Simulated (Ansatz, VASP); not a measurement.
One calculation of Si, two programs

File INCAR:

```
SYSTEM = Si
PREC = Accurate ; ENCUT = 600
EDIFF = 1E-6 ; ISMEAR = 0
SIGMA = 0.1 ; LREAL = .FALSE.
LASPH = .TRUE. ; NELM = 100
ALGO = Normal ; ISIF = 3
LWAVE = .FALSE. ; LCHARG = .FALSE.
GGA = PE ; IBRION = 2
NSW = 90 ; EDIFFG = -0.04
```

The input KPOINTS:

```
Automatic mesh
0
G
  6 6 6
  0 0 0
```

Contents of POSCAR:

```
Si
1.0
    0.0000000000      2.7360520166      2.7360520166
    2.7360520166      0.0000000000      2.7360520166
    2.7360520166      2.7360520166      0.0000000000
Si
2
Direct
    0.2500000000      0.2500000000      0.2500000000
    0.0000000000      0.0000000000      0.0000000000
```

Input for Ansatz:

```yaml
crystal:
  lattice:
    - [0.0, 2.7360520166, 2.7360520166]
    - [2.7360520166, 0.0, 2.7360520166]
    - [2.7360520166, 2.7360520166, 0.0]
  atoms:
    - { symbol: Si, position: [0.25, 0.25, 0.25] }
    - { symbol: Si, position: [0.0, 0.0, 0.0] }
basis:
  ecutwfc: 420
kpoints:
  mp_grid: { grid: [6, 6, 6] }
hamiltonian:
  xc: pbe
scf:
  occupations: { method: gaussian, width: 0.1 }
  lower_state_search: "off"
output:
  forces: true
  stress: true
  eigenvalues: true
relax:
  adjacent_minimum: "off"
  f_tol: 0.04
  max_steps: 70
  cell: { stress_tol: 0.4 }
```

Alike in both runs: task relaxation of cell and atoms; functional PBE; k mesh 6 × 6 × 6; occupations gaussian, width 0.1 eV; no spin polarisation.

|  | VASP | Ansatz |
| --- | --- | --- |
| version | VASP 6.6.1 | Ansatz 0.2.0 |
| potentials or method | VASP PAW PBE potentials, release 64 (Si) | scalar-relativistic, plane waves, PAW |
| plane-wave cutoff (eV) | 600 | 420 |
| valence electrons in the cell | 8 | 8 |

```csv
,VASP,Ansatz,Ansatz less VASP
"gap on the k mesh at the Fermi level, each at its own relaxed structure (eV)",0.75,0.75,-0.002
relaxed volume (Å³/atom),20.48,20.48,0.000
relaxed cell length with the largest relative difference (Å),3.869,3.869,0.0000
```

Caveats: the relaxation stopped at its first step, so nothing moved. A k mesh can miss the band edges.
